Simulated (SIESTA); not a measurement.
The system is Sb.

```
Sb
1.0
     2.15420    1.24373    3.75800
    -2.15420    1.24373    3.75800
     0.00000   -2.48746    3.75800
Sb
2
Cartesian
  0.0000 0.0000 8.6416
  0.0000 0.0000 2.6324
```

Base run:

- Program: SIESTA 5.4.2
- Functional: vdW-DF-cx
- Potentials or basis: PseudoDojo 0.4 standard (PBE files)
- Basis: DZP (energy shift 0.003 Ry; two zetas on semicore shells)
- Grid cutoff: 500 Ry
- Energy shift: 0.003 Ry
- k mesh: 8 × 8 × 8
- Occupations: fermi-dirac, width 0.05 eV
- Spin: no spin polarisation

Its results: band gap on the k mesh none (metal or under the smearing width); pressure 1.9 GPa; largest force 0.348 eV/Å.

Problem. The run is repeated on the same cell with these changes: functional from vdW-DF-cx to AM05; potentials or basis from PseudoDojo 0.4 standard (PBE files) to PseudoDojo 0.4 standard (PBEsol files). What comes out?

Solution. Band gap on the k mesh none (metal or under the smearing width); pressure 0.9 GPa; largest force 0.283 eV/Å.

Caveats: the potentials were made for another functional, which shifts forces and pressure; spin-orbit coupling is left out, which moves the levels of the heavy elements; the basis of atomic orbitals isn't converged, which shifts pressures, moduli and gaps.
